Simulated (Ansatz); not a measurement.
# Ti started in the widest void in rutile TiO2, 73 atoms, charge 0

Wanted: geometry, formation energy and gap levels of the defect, compared across PBEsol and r²SCAN.

Method: density functional theory in Ansatz 0.2.0, PAW datasets, plane waves.

## 1. Starting point

73 atoms (25 Ti, 48 O); a = 9.183 Å, b = 9.183 Å, c = 8.817 Å, α = 90.00°, β = 90.00°, γ = 90.00°. All atoms were shaken off their sites by about 0.02 Å along each axis. Defect site 1: (0.394, 0.394, 0.871). Starting moments add up to 2 μB.

The runs, in order: (2) PBEsol relaxation at the single k point (¼, ¼, ¼), on 1 × NVIDIA GB300 Max-Q with 8 threads of Arm Neoverse-V2; (3) r²SCAN single point at the single k point (¼, ¼, ¼), on 1 × NVIDIA GB300 Max-Q with 8 threads of Arm Neoverse-V2.

## 2. Relaxation of the positions (PBEsol)

The input, in.yaml:

```yaml
crystal:
  lattice:
    - [9.182828, 0.000000, 0.000000]
    - [0.000000, 9.182828, 0.000000]
    - [0.000000, 0.000000, 8.816612]
  atoms:
    - { symbol: Ti, position: [0.001428, 0.997977, 0.003744] }
    - { symbol: Ti, position: [0.997974, 0.999084, 0.333583] }
    - { symbol: Ti, position: [0.001854, 0.001482, 0.665651] }
    - { symbol: Ti, position: [0.002346, 0.500441, 0.001836] }
    - { symbol: Ti, position: [0.001561, 0.504577, 0.333391] }
    - { symbol: Ti, position: [0.997054, 0.502619, 0.662428] }
    - { symbol: Ti, position: [0.498817, 0.001937, 0.999493] }
    - { symbol: Ti, position: [0.498301, 0.997969, 0.334512] }
    - { symbol: Ti, position: [0.498507, 0.000732, 0.667182] }
    - { symbol: Ti, position: [0.500101, 0.501308, 0.000603] }
    - { symbol: Ti, position: [0.498988, 0.500965, 0.330707] }
    - { symbol: Ti, position: [0.501286, 0.498607, 0.665412] }
    - { symbol: Ti, position: [0.253675, 0.249815, 0.166450] }
    - { symbol: Ti, position: [0.247618, 0.248883, 0.499411] }
    - { symbol: Ti, position: [0.250185, 0.250350, 0.835580] }
    - { symbol: Ti, position: [0.250155, 0.749972, 0.161479] }
    - { symbol: Ti, position: [0.249640, 0.751209, 0.502062] }
    - { symbol: Ti, position: [0.250302, 0.751012, 0.832285] }
    - { symbol: Ti, position: [0.748809, 0.250877, 0.168418] }
    - { symbol: Ti, position: [0.753793, 0.247277, 0.500556] }
    - { symbol: Ti, position: [0.749427, 0.248355, 0.830073] }
    - { symbol: Ti, position: [0.749781, 0.750937, 0.167365] }
    - { symbol: Ti, position: [0.750836, 0.754055, 0.497417] }
    - { symbol: Ti, position: [0.746274, 0.751494, 0.830873] }
    - { symbol: Ti, position: [0.392368, 0.393858, 0.871609], spin: 2 }
    - { symbol: O, position: [0.158081, 0.152241, 0.999309] }
    - { symbol: O, position: [0.152367, 0.154603, 0.333413] }
    - { symbol: O, position: [0.154771, 0.152160, 0.670422] }
    - { symbol: O, position: [0.151107, 0.653409, 0.993734] }
    - { symbol: O, position: [0.150154, 0.653698, 0.334953] }
    - { symbol: O, position: [0.155989, 0.654650, 0.664209] }
    - { symbol: O, position: [0.651387, 0.149510, 0.995994] }
    - { symbol: O, position: [0.655639, 0.149375, 0.334257] }
    - { symbol: O, position: [0.654917, 0.156670, 0.669373] }
    - { symbol: O, position: [0.649638, 0.654881, 0.998219] }
    - { symbol: O, position: [0.652495, 0.657242, 0.337740] }
    - { symbol: O, position: [0.653031, 0.653647, 0.667379] }
    - { symbol: O, position: [0.344649, 0.349570, 0.996033] }
    - { symbol: O, position: [0.348771, 0.349700, 0.331416] }
    - { symbol: O, position: [0.351811, 0.348764, 0.667010] }
    - { symbol: O, position: [0.343280, 0.851178, 0.004558] }
    - { symbol: O, position: [0.345597, 0.850751, 0.333991] }
    - { symbol: O, position: [0.352214, 0.847806, 0.664545] }
    - { symbol: O, position: [0.846988, 0.349018, 0.002983] }
    - { symbol: O, position: [0.846363, 0.344304, 0.337255] }
    - { symbol: O, position: [0.842543, 0.348966, 0.669996] }
    - { symbol: O, position: [0.843639, 0.847504, 0.999957] }
    - { symbol: O, position: [0.850622, 0.847562, 0.334030] }
    - { symbol: O, position: [0.848998, 0.848541, 0.663032] }
    - { symbol: O, position: [0.097256, 0.402875, 0.170552] }
    - { symbol: O, position: [0.096044, 0.401613, 0.502086] }
    - { symbol: O, position: [0.100514, 0.398094, 0.833418] }
    - { symbol: O, position: [0.102419, 0.902613, 0.169166] }
    - { symbol: O, position: [0.098554, 0.901482, 0.499838] }
    - { symbol: O, position: [0.093667, 0.901879, 0.830812] }
    - { symbol: O, position: [0.597715, 0.401707, 0.166060] }
    - { symbol: O, position: [0.600019, 0.399242, 0.499671] }
    - { symbol: O, position: [0.598328, 0.403696, 0.832127] }
    - { symbol: O, position: [0.601588, 0.905987, 0.167583] }
    - { symbol: O, position: [0.599244, 0.905738, 0.501296] }
    - { symbol: O, position: [0.597101, 0.902605, 0.830495] }
    - { symbol: O, position: [0.401963, 0.098317, 0.167594] }
    - { symbol: O, position: [0.402492, 0.099020, 0.499304] }
    - { symbol: O, position: [0.398831, 0.100672, 0.834415] }
    - { symbol: O, position: [0.399851, 0.596602, 0.165837] }
    - { symbol: O, position: [0.404132, 0.597746, 0.497484] }
    - { symbol: O, position: [0.406073, 0.597446, 0.828987] }
    - { symbol: O, position: [0.901314, 0.103097, 0.166176] }
    - { symbol: O, position: [0.904703, 0.095462, 0.497947] }
    - { symbol: O, position: [0.903460, 0.094898, 0.833471] }
    - { symbol: O, position: [0.898337, 0.596956, 0.165387] }
    - { symbol: O, position: [0.903537, 0.597472, 0.500934] }
    - { symbol: O, position: [0.902161, 0.600669, 0.828994] }
  symmetry: { detect: false }
kpoints:
  mp_grid: { grid: [1, 1, 1], shift: [0.25, 0.25, 0.25] }
hamiltonian:
  xc: pbesol
magnetization:
  spin_polarized: true
scf:
  occupations: { method: fermi_dirac, width: 0.01 }
relax:
  f_tol: 0.03
  max_steps: 80
  escape_saddle: false
  adjacent_minimum: "off"
output:
  forces: true
  eigenvalues: true
  populations: true
```

The run is started by

```console
ansatz run in.yaml --threads 8 --pin off --max-ram 118750MiB --runs-dir r --events-out ev --progress --plain --backend cuda --devices 0,
```

The runs that follow: Single point with r²SCAN.

What does the calculation give? Wanted: for each run, formation energy; host gap; moment.

**Answer**, as computed:

```
             level        time  formation energy (eV)  host gap (eV)  moment (μB)
PBEsol, relaxation  60 s (GPU)                  -1.66           1.83         1.94
            r²SCAN  12 s (GPU)                  -1.25           2.21         2.00
```

```
            quantity                               value
          relaxation  15 recorded steps, 21.06 eV gained
       largest shift                       1.66 Å (Ti25)
largest local moment                      +0.15 μB on Ti
```

**In words.** Relaxation gains 21.06 eV, with shifts up to 1.66 Å (Ti25). The formation energy goes from -1.66 eV (PBEsol) to -1.25 eV (r²SCAN). The reservoirs are the elements' reference phases; where the defect changes the composition, the value depends on that choice. r²SCAN puts 2 localised levels over 0.1 eV inside the gap, at 2.06 (filled), 2.07 (filled) eV, the tightest of them shared by about 12 atoms. Those within 0.2 eV of an edge lie within the error of lining up the edges. A filled level lies near or above the host's conduction edge and spreads over many atoms, so that electron is band-like or shallow, not bound in a deep state; the formation energy is then not that of a true charge state of the defect. The one k point lies off Γ, so the host's band edges aren't sampled; a defect level near or above the conduction edge can stay filled here though it would empty into the band on a fuller mesh. The host's edges were read at Γ, so band-like levels at this k point need not coincide with them. One k point and a cell of this size can leave errors of several tenths of an eV.
